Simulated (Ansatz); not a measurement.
The system is Rb.

```
Rb
1.0
    -2.95451    2.95451    2.73085
     2.95451   -2.95451    2.73085
     2.95451    2.95451   -2.73085
Rb
1
Direct
  0.00000 0.00000 0.00000
```

| Quantity | Value |
| --- | --- |
| Program | Ansatz 0.2.0 |
| Task | single point |
| Functional | PBE |
| Potentials or basis | all-electron LAPW, scalar-relativistic |
| Cutoff | 48 eV (chosen from the basis error) |
| Basis error allowed | 0.001 eV/atom |
| k mesh | 7 × 7 × 7 |
| Occupations | fermi-dirac, width 0.05 eV |
| Spin | no spin polarisation |

On this cell: pressure -0.1 GPa; band gap on the k mesh none (metal or under the smearing width).

The same run follows on a disturbed copy (cell strained at random at fixed volume):

```xyz
1
Lattice="-2.9018 2.8693 2.7765 2.9545 -2.8932 2.8594 2.9099 2.9013 -2.8024" Properties=species:S:1:pos:R:3 pbc="T T T"
Rb    0.0128   -0.0347    0.0024
```

Q: What changes?

A: The energy (extrapolated to zero smearing) moves by +1.5 meV/atom; pressure -0.1 GPa; band gap on the k mesh none (metal or under the smearing width).
